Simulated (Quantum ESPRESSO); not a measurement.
Two runs for the F K edge of atom 1 in LiF (Griceite, Fm-3m). Run A: Quantum ESPRESSO XSpectra, PBE, full core hole (charged cell), 16-atom cell with 5.7 Å between holes, 5×5×5 k points, dipole transitions, Lorentzian half width 0.4 eV. Run B differs in one choice.

Energy from the lowest empty level; intensity scaled to a mean of 1 over the first 20 eV:

| E (eV) | A | B |
| --- | --- | --- |
| -2.00 | 0.06 | 0.05 |
| -1.25 | 0.07 | 0.07 |
| -0.50 | 0.11 | 0.10 |
| 0.25 | 0.19 | 0.18 |
| 1.00 | 0.37 | 0.38 |
| 1.75 | 0.65 | 0.74 |
| 2.50 | 1.81 | 1.20 |
| 3.25 | 2.37 | 1.84 |
| 4.00 | 2.54 | 2.46 |
| 4.75 | 2.48 | 2.56 |
| 5.50 | 3.03 | 2.37 |
| 6.25 | 2.31 | 2.53 |
| 7.00 | 1.87 | 1.46 |
| 7.75 | 1.21 | 1.24 |
| 8.50 | 0.98 | 0.78 |
| 9.25 | 0.77 | 0.86 |
| 10.00 | 0.73 | 1.58 |
| 10.75 | 1.56 | 2.22 |
| 11.50 | 1.10 | 1.12 |
| 12.25 | 0.50 | 0.61 |
| 13.00 | 0.33 | 0.41 |
| 13.75 | 0.27 | 0.28 |
| 14.50 | 0.23 | 0.23 |
| 15.25 | 0.27 | 0.19 |
| 16.00 | 0.17 | 0.21 |
| 16.75 | 0.19 | 0.22 |
| 17.50 | 0.19 | 0.19 |
| 18.25 | 0.18 | 0.23 |
| 19.00 | 0.20 | 0.31 |
| 19.75 | 0.28 | 0.43 |
| 20.50 | 0.33 | 0.63 |
| 21.25 | 0.53 | 0.65 |
| 22.00 | 0.81 | 0.68 |
| 22.75 | 0.67 | 0.78 |
| 23.50 | 0.62 | 0.81 |
| 24.25 | 1.00 | 1.01 |
| 25.00 | 1.10 | 1.63 |
| 25.75 | 1.51 | 1.41 |
| 26.50 | 2.10 | 1.46 |
| 27.25 | 1.98 | 1.35 |
| 28.00 | 1.64 | 1.24 |
| 28.75 | 1.19 | 0.85 |
| 29.50 | 0.84 | 0.60 |
| 30.25 | 0.44 | 0.46 |
| 31.00 | 0.30 | 0.45 |
| 31.75 | 0.24 | 0.50 |

Question: What was changed?
a) the plane-wave cutoff
b) the size of the supercell
c) the volume of the cell
d) the broadening

(b): run B changes the supercell atoms from 16 to 4, and the k mesh follows the cell. Against the first run the r.m.s. difference is 25 %. Another feature, at 4.4 eV (2.96), becomes the highest below 16 eV; the one at 5.5 eV (3.04) is now at 6.0 eV (2.75). Other settings could leave a like mark; this is the one that was changed.

[Hosts, paths, dates, database ids (printed as entryN), source tags and the programs' standing remarks are cut or masked in the printed files.]

[Lists of maxima count a maximum above −3 eV only where it reaches 4 % of the highest in the window and stands out from its surroundings by 2 % of it (1.5 % where it reaches 55 %); shoulders and weaker maxima are passed over, and of the rest the first, up to two pre-edge ones and the few strongest are named.]
